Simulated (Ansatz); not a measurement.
Crystal: CdS (Hawleyite).

```
CELL_PARAMETERS angstrom
0.00000 2.91650 2.91650
2.91650 0.00000 2.91650
2.91650 2.91650 0.00000
ATOMIC_POSITIONS crystal
Cd 0.00000 0.00000 0.00000
S 0.75000 0.75000 0.75000
```

Base run:

```yaml
Program: Ansatz 0.2.0
Functional: PBEsol
Potentials_or_basis: all-electron LAPW, scalar-relativistic
Cutoff: 247 eV
Density_cutoff: 986 eV
Basis_error_allowed: 0.001 eV/atom
k_mesh: 8 × 8 × 8
Occupations: fermi-dirac, width 0.05 eV
Spin: no spin polarisation
```

Its results: band gap on the k mesh 1.00 eV, direct; pressure -0.2 GPa.

Task: The run is repeated on the same cell with these changes: functional from PBEsol to LDA. What comes out?

Result: Band gap on the k mesh 0.86 eV, direct; pressure -2.4 GPa.

LDA binds more tightly than PBEsol, so the same cell stands under less pressure.

Not every run made on this cell is shown here.
